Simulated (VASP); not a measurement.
Crystal: Cu3Au (Auricupride).

```
Cu Au
1.0
     3.74000    0.00000    0.00000
     0.00000    3.74000    0.00000
     0.00000    0.00000    3.74000
Cu Au
3 1
Direct
  0.00000 0.50000 0.50000
  0.50000 0.00000 0.50000
  0.50000 0.50000 0.00000
  0.00000 0.00000 0.00000
```

| Property | Result |
| --- | --- |
| Program | VASP 6.6.1 |
| Task | relaxation of cell and atoms |
| Functional | PBEsol |
| Potentials or basis | VASP PAW PBE potentials, release 64 (Cu, Au) |
| Cutoff | 600 eV |
| k mesh | 10 × 10 × 10 |
| Occupations | methfessel-paxton, width 0.1 eV |
| Spin | no spin polarisation |

At the start: pressure -3.2 GPa; volume 13.08 Å³/atom.

Q: Where does the relaxation end?

A: Over 3 steps the energy falls by 2.8 meV/atom and the volume is 12.81 Å³/atom (-2.1 %); space group Pm-3m (No. 221, to 0.05 Å).

Step by step:
```
step  energy change (eV)  largest force (eV/Å)  pressure (GPa)  volume (Å³)
   1              0.0000                0.0000           -3.16        52.31
   2             -0.0030                0.0000            3.09        50.38
   3             -0.0110                0.0000            0.02        51.24
```

Final structure:
```
Cu Au
1.0
     3.71426    0.00000    0.00000
     0.00000    3.71426    0.00000
     0.00000    0.00000    3.71426
Cu Au
3 1
Direct
  0.00000 0.50000 0.50000
  0.50000 0.00000 0.50000
  0.50000 0.50000 0.00000
  0.00000 0.00000 0.00000
```

Caveat: the PAW data sets were made with another functional, which shifts forces and pressure a little.
